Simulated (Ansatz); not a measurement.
# Ru: an elastic constant from a strain scan

Computed with DFT PBE, scalar-relativistic, plane waves, PAW in Ansatz. Settings: plane waves to 420 eV, k-mesh 24×24×14 (Γ-centred), Gaussian smearing 0.15 eV. No spin polarisation. Energies are free energies at this smearing, counted from the undisturbed cell; pressure is positive in compression.

The undisturbed cell (relaxed at this level; with this scan's settings it stands at 0.1 GPa):

```
Ru
1.0
     2.72003    0.00000    0.00000
    -1.36001    2.35561    0.00000
     0.00000    0.00000    4.29677
Ru
2
Direct
  0.33333 0.66667 0.25000
  0.66667 0.33333 0.75000
```

The cell is strained by ε times the Voigt pattern (0, 0, 1, 0, 0, 0) (xx, yy, zz, yz, xz, xy; engineering shear) with fractional coordinates fixed. The cell holds 2 atoms in V0 = 27.53 Å³. The stress column is τ = (1/V0) dE/dε, got from the stress tensor σ (compression positive) at each point as −det(1 + εP) σ : P(1 + εP)⁻¹, with P the pattern as a tensor.

```csv
ε,ΔE (meV/atom),τ (GPa)
-0.0600,111.872,-47.136
-0.0450,60.144,-33.361
-0.0300,25.335,-20.867
-0.0150,5.820,-9.627
0.0000,0.000,0.399
0.0150,6.365,9.301
0.0300,23.544,17.202
0.0450,50.310,24.186
0.0525,66.925,27.347
0.0600,?,?
```

Problem. Which combination of elastic constants does this scan measure, and how large is it?

Solution. For small ε, τ = τ0 + Kε with K = pᵀCp, which for this pattern is C33 in the Cartesian frame shown. The parabola through τ at ε = -0.0150, 0 and 0.0150 has slope K = 631 GPa at zero. The energies per cell, E = NΔE, of the same two points give K = 2[E(ε₊)/ε₊ − E(ε₋)/ε₋]/[(ε₊ − ε₋)V0] = 630 GPa, in agreement.

Problem. Predict the withheld row at ε = 0.0600 from the harmonic law, and compare.

Solution. ΔE = V0(τ0 ε + Kε²/2)/N = 99.635 meV/atom and τ = 38.26 GPa. The calculation gives 85.507 meV/atom and 30.30 GPa: the energy lies 14 % below the harmonic value, as bonds soften when stretched.

In a metal these slopes depend on the k mesh and the smearing.